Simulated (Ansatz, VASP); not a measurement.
One calculation of HfN2, two programs

```
CELL_PARAMETERS angstrom
0.00000 3.23836 3.23836
3.23836 0.00000 3.23836
3.23836 3.23836 0.00000
ATOMIC_POSITIONS crystal
Hf 0.00000 0.00000 0.00000
Hf 0.25000 0.25000 0.25000
N 0.62500 0.62500 0.62500
N 0.12500 0.62500 0.62500
N 0.62500 0.62500 0.12500
N 0.62500 0.12500 0.62500
```

Alike in both runs: task single point; functional PBE; k mesh 6 × 6 × 6; occupations gaussian, width 0.1 eV; no spin polarisation.

|  | VASP | Ansatz |
| --- | --- | --- |
| version | VASP 6.6.1 | Ansatz 0.2.0 |
| potentials or method | VASP PAW PBE potentials, release 64 (Hf_pv, N) | scalar-relativistic, plane waves, PAW |
| plane-wave cutoff (eV) | 520 | 420 |
| valence electrons in the cell | 40 | 72 |

|  | VASP | Ansatz | Ansatz less VASP |
| --- | --- | --- | --- |
| gap on the k mesh at the Fermi level (eV) | none | none | - |
| pressure (GPa) | -12.7 | -11.4 | +1.32 |

A gap of «none» marks a metal or a gap that the smearing closes. The two sets of potentials don't hold the same shells in valence.

Spin-orbit coupling is left out, which matters for the levels of Hf.
